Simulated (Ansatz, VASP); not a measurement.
# Two plane-wave programs on GaP

INCAR

```
  ALGO = Normal
  EDIFF = 1E-6
  EDIFFG = -0.02
  ENCUT = 520
  GGA = PE
  IBRION = 2
  ISIF = 2
  ISMEAR = -1
  LASPH = True
  LCHARG = False
  LREAL = False
  LWAVE = False
  NELM = 60
  NSW = 80
  PREC = Accurate
  SIGMA = 0.02
```

Contents of KPOINTS:

```
k-points
0
Gamma
  14 14 14
```

File POSCAR:

```
GaP
1.0
    0.0000000000      2.7252500000      2.7252500000
    2.7252500000      0.0000000000      2.7252500000
    2.7252500000      2.7252500000      0.0000000000
Ga P
1 1
Direct
    0.0000000000      0.0000000000      0.0000000000
    0.2500000000      0.2500000000      0.2500000000
```

Input for Ansatz:

```yaml
crystal:
  lattice:
    - [0.0, 2.72525, 2.72525]
    - [2.72525, 0.0, 2.72525]
    - [2.72525, 2.72525, 0.0]
  atoms:
    - { symbol: Ga, position: [0.0, 0.0, 0.0] }
    - { symbol: P, position: [0.25, 0.25, 0.25] }
kpoints:
  mp_grid: { grid: [14, 14, 14] }
scf:
  occupations: { method: fermi_dirac, width: 0.02 }
hamiltonian:
  xc: pbe
  pseudopotentials: { kind: paw }
output:
  forces: true
  stress: true
  populations: true
  efg: { quadrupole_moments_barn: { Ga: 0.107 }, contact_densities: true }
  write_density: true
  write_potential: true
  elf: true
  volumetric_format: npy
relax:
  f_tol: 0.02
  max_steps: 60
```

Alike in both runs: task relaxation of the atoms; functional PBE; k mesh 14 × 14 × 14; occupations fermi-dirac, width 0.02 eV; no spin polarisation.

```csv
,VASP,Ansatz
version,VASP 6.6.1,Ansatz 0.2.0
potentials or method,"VASP PAW PBE potentials, release 64 (Ga_d, P)","plane-wave PAW, scalar-relativistic"
plane-wave cutoff (eV),520,420
valence electrons in the cell,18,18
```

```tsv
	VASP	Ansatz	Ansatz less VASP
gap on the k mesh at the Fermi level, each at its own relaxed structure (eV)	1.59	1.59	0.000
```

Ansatz warned: «stress_scf_threshold_loose».

Caveats: the relaxation stopped at its first step, so nothing moved. A k mesh can miss the band edges.
